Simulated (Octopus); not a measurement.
SiC (Moissanite 3C) under changes of volume

One of the cells (10.346 Å³/atom); the others are scaled copies at fixed shape and fractional positions:

```
Si C
1.0
     0.00000    2.17900    2.17900
     2.17900    0.00000    2.17900
     2.17900    2.17900    0.00000
Si C
1 1
Direct
  0.00000 0.00000 0.00000
  0.75000 0.75000 0.75000
```

| Property | Result |
| --- | --- |
| Program | Octopus 16.4 |
| Functional | PBE |
| Potentials or basis | pseudodojo_pbe (PseudoDojo 0.5, PBE) |
| Grid spacing | 0.134 Å |
| k mesh | 10 × 10 × 10 |
| Occupations | fermi-dirac, width 0.05 eV |
| Spin | no spin polarisation |

```tsv
volume (Å³/atom)	energy over the lowest point (meV/atom)	gap on the mesh (eV)
9.725	41.48	1.30
9.932	21.12	1.32
10.139	7.81	1.34
10.346	?	?
10.553	0.00	1.38
10.760	4.01	1.40
10.967	13.54	1.41
```

Q: What does the run at 10.346 Å³/atom give?

A: Energy over the lowest point 0.74 meV/atom; gap on the mesh 1.36 eV.

Worked out: A Birch-Murnaghan fit of order 3 (a polynomial in V^(-2/3)) to the other rows has its minimum at 10.49 Å³/atom with B0 = V·E''(V) = 217 GPa and B' = 3.3. It gives 0.90 meV/atom at 10.346 Å³/atom, against the run's 0.74. A straight line through the other rows of the gap, of slope 0.946 eV per unit of ln V, gives 1.36 eV, against the run's 1.36.

Energies are extrapolated to zero smearing.

A mesh can miss the band edges.
